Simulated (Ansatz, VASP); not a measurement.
Given: the input of a run of VASP 6.6.1 on NaCl.

File INCAR:

```
ALGO = Normal ; EDIFF = 1E-7
ENCUT = 520 ; GGA = PE
ISIF = 2 ; ISMEAR = -1
LASPH = T ; LCHARG = F
LREAL = F ; LWAVE = F
NBANDS = 14 ; NELM = 100
PREC = Accurate ; SIGMA = 0.05
```

The input KPOINTS:

```
k-points
0
Gamma
  8 8 8
```

The input POSCAR:

```
NaCl
1.0
    0.0000000000      2.8125674869      2.8125674869
    2.8125674869      0.0000000000      2.8125674869
    2.8125674869      2.8125674869      0.0000000000
Cl Na
1 1
Direct
    0.5000000000      0.5000000000      0.5000000000
    0.0000000000      0.0000000000      0.0000000000
```

Potentials or basis: VASP PAW PBE potentials, release 64 (Cl, Na_pv).

Run with:

```sh
$ cat potpaw_PBE.64/Cl/POTCAR potpaw_PBE.64/Na_pv/POTCAR > POTCAR
$ mpirun -np 1 vasp_std > vasp.out
```

Question: Set up the same calculation for Ansatz 0.2.0. Potentials there: all-electron LAPW, scalar-relativistic.

Answer: As run (the cutoff follows the program's own potentials):

The input input.yaml:

```yaml
crystal:
  lattice:
    - [0.0, 2.8125674869, 2.8125674869]
    - [2.8125674869, 0.0, 2.8125674869]
    - [2.8125674869, 2.8125674869, 0.0]
  atoms:
    - { symbol: Cl, position: [0.5, 0.5, 0.5] }
    - { symbol: Na, position: [0.0, 0.0, 0.0] }
kpoints:
  mp_grid: { grid: [8, 8, 8] }
scf:
  occupations: { method: fermi_dirac, width: 0.05 }
hamiltonian:
  xc: pbe
  pseudopotentials: { kind: all_electron, lapw: { basis_error: 0.0005 } }
output:
  forces: true
  stress: true
  eigenvalues: true
```

Potentials or basis: all-electron LAPW, scalar-relativistic.

Launch:

```sh
$ ansatz run input.yaml --threads 1 --pin off --max-ram 3072MiB --backend cpu --events-out ev --progress --plain --runs-dir out
```

Both were run:

|  | VASP | Ansatz | Ansatz less VASP |
| --- | --- | --- | --- |
| gap on the k mesh at the Fermi level (eV) | 5.14 | 5.14 | +0.001 |
| least direct gap on the mesh (eV) | 5.14 | 5.14 | +0.001 |
| pressure (GPa) | 0.9 | 1.0 | +0.04 |

Ansatz ran all-electron here, so the differences hold the error of VASP's frozen core and of both bases.

A k mesh can miss the band edges.
